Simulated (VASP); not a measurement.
Given:

```
InN
1.0
    0.00000     2.44573     2.44573
    2.44573     0.00000     2.44573
    2.44573     2.44573     0.00000
In N
1 1
Direct
  0.00000   0.00000   0.00000
  0.25000   0.25000   0.25000
```

Computed with SCAN meta-GGA, VASP's PBE PAW potentials (set 64) (plane waves; VASP). Settings: 520 eV cut-off, 13×13×13 Γ-centred mesh, first-order Methfessel-Paxton smearing of 0.10 eV, potentials In_d N.

**Question.** Give the stress tensor in GPa (positive for a compressed cell).

**Answer.** 
```
10.10   0.00   0.00
 0.00  10.10   0.00
 0.00   0.00  10.10
```
The pressure is its mean diagonal, 10.10 GPa.

The compound is InN in the zinc blende structure, a metastable form; wurtzite is the usual one. This cell is one point of a volume scan, at 0.94 of the reference volume.
